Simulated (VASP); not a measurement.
# Mo (Im-3m) in VASP: settings compared, part 2 of 2

VASP 6.6.1. Earlier steps stand in the parts before.

### Step 5. Single point, revTPSS, spin-orbit coupling, no magnetisation (volume scaled by 0.96)

Contents of INCAR:

```
SYSTEM = Mo
ALGO     = Normal         ! electronic algorithm
EDIFF    = 1E-6           ! SCF threshold, eV
ENCUT    = 520            ! plane-wave cutoff, eV
GGA_COMPAT= .False.      
ISIF     = 2              ! what is computed and relaxed
ISMEAR   = 0              ! smearing method
KSPACING = 0.2            ! k-point spacing, 1/A
LASPH    = .True.         ! aspherical terms in the spheres
LCHARG   = .True.         ! write CHGCAR
LMAXMIX  = 4              ! l up to which the mixer works
LMIXTAU  = .True.       
LORBIT   = 11             ! projections on sites
LREAL    = .False.        ! projectors in reciprocal space
LSORBIT  = .True.         ! spin-orbit coupling
LVHAR    = .True.       
LWAVE    = .False.        ! write WAVECAR
MAGMOM   = 0 0 0          ! initial moments
METAGGA  = RTPSS          ! meta-GGA
NBANDS   = 23             ! bands
NELM     = 100            ! most SCF steps
PREC     = Accurate       ! precision mode
SIGMA    = 0.2            ! smearing width, eV
```

Contents of POSCAR:

```
Mo
1.0
   -1.5624035240      1.5624035240      1.5624035240
    1.5624035240     -1.5624035240      1.5624035240
    1.5624035240      1.5624035240     -1.5624035240
Mo
1
Cartesian
    0.0000000000      0.0000000000      0.0000000000
```

Potentials or basis: VASP PAW PBE potentials, release 64 (Mo_pv).

Command:

```sh
> cat potpaw_PBE.64/Mo_pv/POTCAR > POTCAR
> mpirun -np 1 vasp_ncl > vasp.out
```

OUTCAR:

```text
SYSTEM = Mo
   EDIFF = 1E-6
   ENCUT = 520
   ISIF = 2
   ISMEAR = 0
   LASPH = .True.
   LORBIT = 11
   LREAL = .False.
   LSORBIT = .True.
   METAGGA = RTPSS
   NELM = 100
   PREC = Accurate

 ion  position               nearest neighbor table
   1  0.000  0.000  0.000-

  LATTYP: Found a body centered cubic cell.
 ALAT       =     3.1248070480

  Lattice vectors:

 A1 = (  -1.5624035240,   1.5624035240,   1.5624035240)
 A2 = (   1.5624035240,  -1.5624035240,   1.5624035240)
 A3 = (   1.5624035240,   1.5624035240,  -1.5624035240)

Analysis of symmetry for initial positions (statically):
=====================================================================
 Subroutine PRICEL returns:
 Original cell was already a primitive cell.

 Routine SETGRP: Setting up the symmetry group for a
 body centered cubic supercell.

 Subroutine GETGRP returns: Found 48 space group operations
 (whereof 48 operations were pure point group operations)
 out of a pool of 48 trial point group operations.

The static configuration has the point symmetry O_h .

Analysis of symmetry for dynamics (positions and initial velocities):
=====================================================================
 Subroutine PRICEL returns:
 Original cell was already a primitive cell.

 Routine SETGRP: Setting up the symmetry group for a
 body centered cubic supercell.

 Subroutine GETGRP returns: Found 48 space group operations
 (whereof 48 operations were pure point group operations)
 out of a pool of 48 trial point group operations.

The dynamic configuration has the point symmetry O_h .

Analysis of structural, dynamic, and magnetic symmetry:
=====================================================================
 Subroutine PRICEL returns:
 Original cell was already a primitive cell.

 Routine SETGRP: Setting up the symmetry group for a
 body centered cubic supercell.

 Subroutine GETGRP returns: Found 48 space group operations
 (whereof 48 operations were pure point group operations)
 out of a pool of 48 trial point group operations.

The overall configuration has the point symmetry O_h .

 Subroutine INISYM returns: Found 48 space group operations
 (whereof 48 operations are pure point group operations),
 and found     1 'primitive' translations

----------------------------------------------------------------------------------------

                                     Primitive cell

  volume of cell :      15.2560

  direct lattice vectors                    reciprocal lattice vectors
    -1.562403524  1.562403524  1.562403524     0.000000000  0.320019760  0.320019760
     1.562403524 -1.562403524  1.562403524     0.320019760  0.000000000  0.320019760
     1.562403524  1.562403524 -1.562403524     0.320019760  0.320019760  0.000000000

  length of vectors
     2.706162285  2.706162285  2.706162285     0.452576284  0.452576284  0.452576284

  position of ions in fractional coordinates (direct lattice)
[... 7 lines left out ...]

Automatic generation of k-mesh.
[... 74 lines left out ...]
   POTIM  = 0.5000    time-step for ionic-motion
   TEBEG  =    0.0;   TEEND  =   0.0 temperature during run
   PSTRESS=    0.0 pullay stress
   NELECT =      12.0000    total number of electrons
   NUPDOWN=      -1.0000    fix difference up-down
   EMIN   =  10.00;   EMAX   =-10.00  energy-range for DOS
   EFERMI =   0.00;   METHOD = LEGACY
   ISMEAR =     0;   SIGMA  =   0.20  broadening in eV -4-tet -1-fermi 0-gaus
   EFERMI_NEDOS =   21; number of points for ismear=-14 and -15
   IALGO  =     38    algorithm
   IMIX   =      4    mixing-type and parameters
     AMIX     =   0.40;   BMIX     =  1.00
     AMIX_MAG =   1.60;   BMIX_MAG =  1.00
  volume/ion in A,a.u.               =      15.26       102.95
  Fermi-wavevector in a.u.,A,eV,Ry     =   1.511200  2.855755 31.071984  2.283726
  Thomas-Fermi vector in A             =   2.621289
   LORBIT       =     11    0 simple, 1 ext, 2 COOP (PROOUT), +10 PAW based schemes
   METAGGA = RTPSS    functional components
   LHFCALC =     F    Hartree Fock is set to
   AEXX    =    0.0000 exact exchange contribution
   IVDW    =     0    specifies the selected vdW correction
   LEPSILON=     F    determine dielectric tensor
   LRPA    =     F    only Hartree local field effects (RPA)
 Gauss-broadening in eV      SIGMA  =   0.20
  energy-cutoff  :      520.00
  volume of cell :       15.26
 maximum number of plane-waves:       846
   NGX =  9   NGY =  9   NGZ =  9

 number of electron      11.9999997 magnetization       0.0000000      0.0000000      0.0000000

 number of electron      11.9999997 magnetization       0.0000000     -0.0000000      0.0000000

 number of electron      11.9999997 magnetization       0.0000000     -0.0000000     -0.0000000

 number of electron      11.9999997 magnetization      -0.0000000     -0.0000000     -0.0000000

 Free energy of the ion-electron system (eV)
  ---------------------------------------------------
  ext. energy  EPLUGINS =         0.00000000
  ---------------------------------------------------
  free energy    TOTEN  =         0.99892480 eV

  energy without entropy =        1.01148560  energy(sigma->0) =        1.00520520

 E-fermi :  12.5241     XC(G=0): -13.6568

 val. band max:       12.4748217622   @ k =  -0.1333   0.1333   0.1333
 cond. band min:      12.5282593386   @ k =   0.1333   0.0667  -0.0000
 fundamental gap:      0.0534375764
 Fermi energy:        12.5241242667

 k-point     1 :       0.0000    0.0000    0.0000
  band No.  band energies     occupation
      1     -24.0014      1.00000
      2     -24.0014      1.00000
      3     -21.4745      1.00000
      4     -21.4745      1.00000
      5     -21.4745      1.00000
      6     -21.4745      1.00000
[... 613 lines left out ...]
     22      25.7373      0.00000
     23      29.3516      0.00000

 [... further k-points ...]

------------------------ aborting loop because EDIFF is reached ----------------------------------------

  FORCE on cell =-STRESS in cart. coord.  units (eV):
  Direction    XX          YY          ZZ          XY          YZ          ZX
  --------------------------------------------------------------------------------------
  -------------------------------------------------------------------------------------
  Total        0.5588395      0.5588395      0.5588395      0.0000000     -0.0000000      0.0000000
  in kB       58.6891831     58.6891831     58.6891831      0.0000000     -0.0000000      0.0000000
  external PRESSURE =      58.6891831 kB  Pullay stress =       0.0000000 kB

 VOLUME and BASIS-vectors are now :
 -----------------------------------------------------------------------------
  energy-cutoff  :      520.00
  volume of cell :       15.26
      direct lattice vectors                 reciprocal lattice vectors
    -1.562403524  1.562403524  1.562403524     0.000000000  0.320019760  0.320019760
     1.562403524 -1.562403524  1.562403524     0.320019760  0.000000000  0.320019760
     1.562403524  1.562403524 -1.562403524     0.320019760  0.320019760  0.000000000

 POSITION                                       TOTAL-FORCE (eV/Angst)
 -----------------------------------------------------------------------------------
      0.00000      0.00000      0.00000         0.000000      0.000000      0.000000
 -----------------------------------------------------------------------------------
    total drift:                               -0.000000      0.000000      0.000000

  FREE ENERGIE OF THE ION-ELECTRON SYSTEM (eV)
  ---------------------------------------------------
  free  energy   TOTEN  =         0.9989248041 eV

  energy  without entropy=        1.0114856001  energy(sigma->0) =        1.00520520

 Spin-Orbit-Coupling matrix elements

 Ion:    1  E_soc:     -0.1532654
 l=   1
     0.0000000    -0.0215047    -0.0215047
    -0.0215047     0.0000000    -0.0215047
    -0.0215047    -0.0215047     0.0000000
 l=   2
     0.0000000    -0.0010651     0.0000000    -0.0010651    -0.0029744
    -0.0010651     0.0000000    -0.0022308    -0.0010651    -0.0007436
     0.0000000    -0.0022308     0.0000000    -0.0022308     0.0000000
    -0.0010651    -0.0010651    -0.0022308     0.0000000    -0.0007436
    -0.0029744    -0.0007436     0.0000000    -0.0007436     0.0000000
 l=   3
     0.0000000     0.0000000     0.0000000     0.0000000     0.0000000     0.0000000     0.0000000
     0.0000000     0.0000000     0.0000000     0.0000000     0.0000000     0.0000000     0.0000000
     0.0000000     0.0000000     0.0000000     0.0000000     0.0000000     0.0000000     0.0000000
     0.0000000     0.0000000     0.0000000     0.0000000     0.0000000     0.0000000     0.0000000
     0.0000000     0.0000000     0.0000000     0.0000000     0.0000000     0.0000000     0.0000000
     0.0000000     0.0000000     0.0000000     0.0000000     0.0000000     0.0000000     0.0000000
     0.0000000     0.0000000     0.0000000     0.0000000     0.0000000     0.0000000     0.0000000

 total charge

# of ion       s       p       d       tot
------------------------------------------
    1        0.530   6.554   4.239  11.323

 magnetization (x)

# of ion       s       p       d       tot
------------------------------------------
    1        0.000  -0.000  -0.000   0.000

 magnetization (y)

# of ion       s       p       d       tot
------------------------------------------
    1       -0.000  -0.000  -0.000  -0.000

 magnetization (z)

# of ion       s       p       d       tot
------------------------------------------
    1        0.000   0.000   0.000   0.000
```

Run time: 21 min. Hardware: 1 thread of AMD EPYC, shared host; peak memory 0.19 GiB.

Results:

```yaml
Free_energy: 0.9989 eV
Pressure: 5.9 GPa
Valence_electrons_inside_the_program's_atomic_spheres: Mo 11.32
```

Caveat: the PAW data sets were made with another functional, which shifts forces and pressure a little.

### Step 6. Summary

| level | potentials or basis | spin | cell | k mesh | smearing | k-point spacing | other keys | gap on the mesh (eV) | pressure (GPa) |
| --- | --- | --- | --- | --- | --- | --- | --- | --- | --- |
| LDA | VASP PAW LDA potentials, release 64 (Mo_pv) | off | as given | 12 × 12 × 12 | gaussian 0.02 eV | - | - | none | -14.0 |
| LDA | VASP PAW LDA potentials, release 54 (Mo_sv) | off | as given | 12 × 12 × 12 | gaussian 0.02 eV | - | - | none | -13.2 |
| revTPSS | VASP PAW PBE potentials, release 64 (Mo_pv) | SOC, no magnetisation | volume scaled by 0.96 | - | gaussian 0.2 eV | 0.2 | KSPACING = 0.2; ISMEAR = 0; SIGMA = 0.2 | - | 5.9 |

Alike in all rows: task single point; cutoff (eV) 520.

Caveats: the PAW data sets were made with another functional, which shifts forces and pressure a little (some runs).

Total energies depend on the potentials used, so only differences within one code and one set of settings carry meaning.
